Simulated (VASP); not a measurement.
Input of a VASP 6.6.1 run:

POSCAR

```
GaN
1.0
    0.0000000000      2.2383759866      2.2383759866
    2.2383759866      0.0000000000      2.2383759866
    2.2383759866      2.2383759866      0.0000000000
Ga N
1 1
Direct
    0.0000000000      0.0000000000      0.0000000000
    0.2500000000      0.2500000000      0.2500000000
```

The input INCAR.step1:

```
PREC = Accurate
ENCUT = 520
EDIFF = 1E-5
ISMEAR = -1
SIGMA = 0.05
LREAL = F
LASPH = T
NELM = 100
ALGO = Normal
ISIF = 2
LWAVE = T
LCHARG = F
GGA = PE
NBANDS = 16
```

The input INCAR.step2:

```
PREC = Accurate
ENCUT = 520
EDIFF = 1E-6
ISMEAR = -1
SIGMA = 0.05
LREAL = F
LASPH = T
NELM = 100
ALGO = Normal
ISIF = 2
LWAVE = F
LCHARG = F
GGA = PS
LHFCALC = T
AEXX = 0.25
PRECFOCK = Normal
HFRCUT = -1
ISTART = 1
NBANDS = 16
```

KPOINTS

```
Automatic mesh
0
Gamma
  5 5 5
```

Potentials or basis: VASP PAW PBE potentials, release 64 (Ga_d, N).

Command:

```sh
$ cat potpaw_PBE.64/Ga_d/POTCAR potpaw_PBE.64/N/POTCAR > POTCAR
$ cp INCAR.step1 INCAR
$ mpirun -np 1 vasp_std > vasp.out
$ cp INCAR.step2 INCAR
$ mpirun -np 1 vasp_std > vasp.out
```

Question: Estimate the band gap on the k mesh.

Answer: 3.82 eV, direct.

Question: Estimate the pressure.

Answer: -1.9 GPa.

Caveat: the k mesh is coarse (spacing up to 0.49 Å⁻¹), so the values aren't converged; the PAW data sets were made with another functional, which shifts forces and pressure a little.
